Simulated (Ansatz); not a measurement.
# BN: the cost of one run

Program: Ansatz 0.2.0. Level of theory: DFT PBE, scalar-relativistic, plane waves, PAW. These are calculated values, not measurements.

9 further runs of the same task are left out: 9 set aside as unsound or not needed.

### Step 1. The starting structure

The structure is cubic, space group F-43m (No. 216). Conventional cell: a = 3.624 Å, b = 3.624 Å, c = 3.624 Å, α = 90.00°, β = 90.00°, γ = 90.00°. Around B (site symmetry -43m) lie 4 N at 1.57 Å. Around N (site symmetry -43m) lie 4 B at 1.57 Å.

Structure file:

```
B N
1.0
     0.00000    1.81208    1.81208
     1.81208    0.00000    1.81208
     1.81208    1.81208    0.00000
B N
1 1
Direct
  0.00000 0.00000 0.00000
  0.75000 0.75000 0.75000
```

It goes back to an entry of the Materials Project.

This cell was relaxed beforehand with the same method: volume 5.95 Å³/atom, gap on the mesh 4.46 eV.

### Step 2. What is varied

The energy is mapped over a normal mode and a strain (zone-centre modes of the cell shown).

- amplitude of mode 4 (1025 cm⁻¹), largest displacement in the unstrained cell: 11 values from −0.090 to 0.090 Å
- equal normal strain along x and y: 7 values from −4.00 to 4.00 %

Nothing else is relaxed (the pattern is fixed in fractional coordinates). Energies count from the relaxed high-symmetry cell. Points are written as (first, second).

The modes come from a phonon run on the reference cell, made beforehand.

The patterns, per unit of each coordinate (Å):

| atom | x1 | y1 | z1 |
| --- | --- | --- | --- |
| B1 | 1.000 | 0.000 | 0.000 |
| N2 | -0.772 | 0.000 | 0.000 |

### Step 3. The run at (−0.018 Å, −4.00 %)

Input file input.yaml:

```yaml
crystal:
  lattice:
    - [0.0, 1.812081026, 1.739597785]
    - [1.739597785, 0.0, 1.739597785]
    - [1.739597785, 1.812081026, 0.0]
  atoms:
    - { symbol: B, position: [0.0049666653, -0.0049666653, -0.0049666653] }
    - { symbol: "N", position: [0.7461669414, 0.7538330586, 0.7538330586] }
basis:
  ecutwfc: 520.0
kpoints:
  mp_grid: { grid: [12, 12, 12] }
hamiltonian:
  xc: pbe
  pseudopotentials: { kind: paw, azcp: { folder: soft_1 } }
scf:
  occupations: { method: gaussian, width: 0.05 }
output:
  forces: true
  stress: true
  eigenvalues: true
```

Run with:

```console
$ ansatz run input.yaml --threads 1 --pin off --max-ram 2048MiB --backend cpu --events-out ev --progress --plain --runs-dir out
```

Q: Estimate wall time and peak memory on 1 thread of Arm Neoverse V1, shared host.

About 8.8 s, with a peak of 0.35 GiB.
